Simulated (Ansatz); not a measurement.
Crystal structures of rhodium under revPBE

Level of theory: DFT, revPBE, plane waves (420 eV) with PAW, scalar-relativistic in Ansatz 0.2.0. (PAW data from PBE, frozen cores regenerated.)

Each structure is relaxed within its own symmetry, so a high-lying one may be dynamically unstable.

Question: Rank these structures of rhodium by energy per atom, lowest first.
A. hcp
B. simple cubic
C. dhcp
D. diamond
E. bcc
F. fcc
G. A15
H. omega (AlB2-type)

Answer: F (0 meV/atom), C (19 meV/atom), A (37 meV/atom), H (219 meV/atom), G (289 meV/atom), E (340 meV/atom), B (769 meV/atom), D (1054 meV/atom).

```json
{"structure": "fcc", "ΔE (meV/atom)": "0", "V (Å³/atom)": "14.24", "cell": "a = 3.847 Å", "magnetic state": "non-magnetic"}
{"structure": "dhcp", "ΔE (meV/atom)": "19", "V (Å³/atom)": "14.28", "cell": "a = 2.725 Å, c = 8.885 Å (c/a = 3.261)", "magnetic state": "spin not included"}
{"structure": "hcp", "ΔE (meV/atom)": "37", "V (Å³/atom)": "14.32", "cell": "a = 2.738 Å, c = 4.411 Å (c/a = 1.611)", "magnetic state": "spin not included"}
{"structure": "omega (AlB2-type)", "ΔE (meV/atom)": "219", "V (Å³/atom)": "14.67", "cell": "a = 4.358 Å, c = 2.675 Å (c/a = 0.614)", "magnetic state": "spin not included"}
{"structure": "A15", "ΔE (meV/atom)": "289", "V (Å³/atom)": "14.78", "cell": "a = 4.908 Å", "magnetic state": "spin not included"}
{"structure": "bcc", "ΔE (meV/atom)": "340", "V (Å³/atom)": "14.71", "cell": "a = 3.087 Å", "magnetic state": "spin not included"}
{"structure": "simple cubic", "ΔE (meV/atom)": "769", "V (Å³/atom)": "16.60", "cell": "a = 2.551 Å", "magnetic state": "spin not included"}
{"structure": "diamond", "ΔE (meV/atom)": "1054", "V (Å³/atom)": "21.36", "cell": "a = 5.549 Å", "magnetic state": "spin not included"}
```

ΔE counts from fcc.

Differences under about 8 meV lie within the error of the k-point mesh.
